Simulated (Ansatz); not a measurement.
# I (hcp type): how the settings move a single-point run

Aim: see which settings change the result for I (hcp type), by how much, and at what cost.

Program: Ansatz 0.2.0. Level of theory: reference: DFT, PBE, PAW with Ansatz's default frozen-core files, scalar-relativistic. These are calculated values, not measurements.

## Step 1: Starting point

It takes space group P6_3/mmc (No. 194, hexagonal). Conventional cell: a = 4.268 Å, b = 4.268 Å, c = 4.908 Å, α = 90.00°, β = 90.00°, γ = 120.00°. Around I (site symmetry -6m2) lie 6 I at 3.48 Å.

Coordinates:

```cif
data_structure
_symmetry_space_group_name_H-M 'P6_3/mmc'
_symmetry_Int_Tables_number 194
_cell_length_a 4.2683
_cell_length_b 4.2683
_cell_length_c 4.9082
_cell_angle_alpha 90.000
_cell_angle_beta 90.000
_cell_angle_gamma 120.000
_cell_volume 77.44
loop_
_atom_site_label
_atom_site_type_symbol
_atom_site_symmetry_multiplicity
_atom_site_Wyckoff_symbol
_atom_site_fract_x
_atom_site_fract_y
_atom_site_fract_z
_atom_site_occupancy
I1 I 2 c 0.33333 0.66667 0.25000 1
```

## Step 2: Baseline

Contents of input.yaml:

```yaml
crystal:
  lattice:
    - [4.2683425836, 0.0, 0.0]
    - [-2.1341712918, 3.6964931094, 0.0]
    - [0.0, 0.0, 4.9081905839]
  atoms:
    - { symbol: I, position: [0.3333333333, 0.6666666667, 0.25] }
    - { symbol: I, position: [0.6666666667, 0.3333333333, 0.75] }
kpoints:
  mp_grid: { grid: [12, 12, 7] }
  band_path:
    path:
      - [0.0, 0.0, 0.0]
      - [0.5, 0.0, 0.0]
      - [0.3333333333, 0.3333333333, 0.0]
      - [0.0, 0.0, 0.0]
      - [0.0, 0.0, 0.5]
      - [0.5, 0.0, 0.5]
      - [0.3333333333, 0.3333333333, 0.5]
      - [0.0, 0.0, 0.5]
      - [0.5, 0.0, 0.5]
    npoints: 8
scf:
  occupations: { method: fermi_dirac, width: 0.08 }
hamiltonian:
  xc: pbe
  pseudopotentials: { kind: paw }
output:
  forces: true
  stress: true
  eigenvalues: true
  populations: true
  dos: { projected: true, de: 0.2, e_range: [-14, 8] }
```

The run is started by

```bash
$ ansatz run input.yaml --threads 1 --pin off --max-ram 2048MiB --backend cpu --events-out ev --progress --plain --runs-dir out
```

## Step 3: Changed: dr2_threshold 1.0e-08, xc r2scan, ecutwfc 700 eV

input.yaml: that of step 2 with these lines changed.

```diff
@@ -24,4 +24,5 @@
   occupations: { method: fermi_dirac, width: 0.08 }
+  convergence: { dr2_threshold: 1.0e-08 }
 hamiltonian:
-  xc: pbe
+  xc: r2scan
   pseudopotentials: { kind: paw }
@@ -32,2 +33,7 @@
   populations: true
-  dos: { projected: true, de: 0.2, e_range: [-14, 8] }
+  write_density: true
+  write_potential: true
+  elf: true
+  volumetric_format: npy
+basis:
+  ecutwfc: "700 eV"
```

Before running it: what results should come out? Wanted: for each run, ending; energy change; pressure; gap; force.

The runs gave:

| run | ending | energy change | pressure (GPa) | gap (eV) | force (eV/Å) | cycles | time |
| --- | --- | --- | --- | --- | --- | --- | --- |
| reference | converged | - | 0.0 | 0.00 | 0.00 | 6 | 4.7 s |
| 1: dr2_threshold 1.0e-08, xc r2scan, ecutwfc 700 eV | converged | not comparable | -0.2 | 0.00 | 0.00 | 7 | 19 s |

Times don't compare one to one where runs were asked for different outputs or read a saved state (see the inputs); cycles may leave out searches for a lower state.

Residual by cycle in the longest SCF loop of each run; runs are numbered as in the table. The quantity is the density residual dr2, in eV.

| cycle | reference | run 1 |
| --- | --- | --- |
| 1 | 0.00219 | 0.00851 |
| 2 | 6.5e-4 | 7.7e-4 |
| 3 | 1.7e-5 | 3.7e-5 |
| 4 | 8.5e-7 | 2.8e-6 |
| 5 | 2.1e-8 | 1.0e-7 |
| 6 | 5.0e-9 | 1.1e-8 |
| 7 | - | 2.0e-10 |

What this shows: After a change of functional the difference of the totals has no physical meaning; pressure, gap, moments and forces, where computed, barely move.
